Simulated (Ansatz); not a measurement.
System: tetradymite Sb2Te3. Method: r²SCAN+rVV10 (Ansatz, an electronic-structure program, PAW).

Run with plane-wave cutoff 560 eV, 10×10×10 k mesh, Fermi–Dirac smearing 0.01 eV, scalar-relativistic PAW data made under PBE.

Results at a series of volumes:

```tsv
V (Å³/atom)	E − E_lowest (meV/atom)	P (GPa)
31.485	5.61	1.470
32.141	1.30	0.660
32.797	0.00	0.000
33.453	1.10	-0.520
34.109	4.04	-0.900
```

Fit the third-order Birch–Murnaghan equation and give B0 and B′.

V0 = 32.798 Å³/atom, B0 = 29.1 GPa, B′ = 11.2 (fit to the energies at full precision).

Shape and atoms are relaxed at each volume.

Measured, for comparison: bulk modulus 36.1 ± 0.9 GPa (temperature not stated, no zero-point or thermal correction; as tabulated in Sans et al. (2019), arXiv:1907.08317). Computed (rounded) less measured: bulk modulus -19 %.

Note: the bulk modulus comes from volumes at which shape and atoms were relaxed.

Spin–orbit coupling is not included.

Static lattice: no zero-point or thermal effects.

It cost around 25 core-minutes (rough) of CPU time.
